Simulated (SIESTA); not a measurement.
**WS2 under changes of volume**

One of the cells (17.744 Å³/atom); the others are scaled copies at fixed shape and fractional positions:

```xyz
3
Lattice="1.5790 0.9116 6.1633 -1.5790 0.9116 6.1633 0.0000 -1.8233 6.1633" Properties=species:S:1:pos:R:3 pbc="T T T"
W     0.0000    0.0000    0.0000
S     0.0000    0.0000   10.7427
S     0.0000    0.0000   13.8730
```

Measurements of this composition are mostly on another form, of space group No. 194.

| Property | Result |
| --- | --- |
| Program | SIESTA 5.4.2 |
| Functional | PBEsol |
| Potentials or basis | PseudoDojo 0.4 standard (PBEsol files) |
| Basis | DZP (energy shift 0.003 Ry; two zetas on semicore shells) |
| Grid cutoff | 800 Ry |
| Energy shift | 0.003 Ry |
| k mesh | 10 × 10 × 10 |
| Occupations | fermi-dirac, width 0.05 eV |
| Spin | no spin polarisation |

```csv
volume (Å³/atom),energy over the lowest point (meV/atom),pressure (GPa),gap on the mesh (eV),largest force (eV/Å)
16.679,58.23,15.2,1.03,2.046
17.034,29.88,10.5,1.05,1.565
17.389,11.34,6.3,1.07,1.122
17.744,?,?,?,?
18.099,0.00,-0.9,1.11,0.602
18.454,5.46,-4.0,1.12,0.599
18.809,17.36,-6.7,1.13,0.901
```

What does the run at 17.744 Å³/atom give?

Energy over the lowest point 1.69 meV/atom; pressure 2.5 GPa; gap on the mesh 1.09 eV; largest force 0.712 eV/Å.

Worked out: A Birch-Murnaghan fit of order 3 (a polynomial in V^(-2/3)) to the other rows has its minimum at 18.00 Å³/atom with B0 = V·E''(V) = 169 GPa and B' = 4.4 at fixed shape and positions, which overstates the stiffness. It gives 1.69 meV/atom at 17.744 Å³/atom, against the run's 1.69, and -dE/dV = 2.5 GPa, against 2.5. A straight line through the other rows of the gap, of slope 0.857 eV per unit of ln V, gives 1.09 eV, against the run's 1.09.

Energies are extrapolated to zero smearing.

Caveats: short orbitals over semicore shells can move pressures by several GPa; spin-orbit coupling is left out, which moves the levels of the heavy elements; the basis of atomic orbitals isn't converged, which shifts pressures, moduli and gaps; forces of over 1 eV/Å show positions far from the minimum, so gaps and moduli don't describe the material at rest (some runs).

A mesh can miss the band edges.
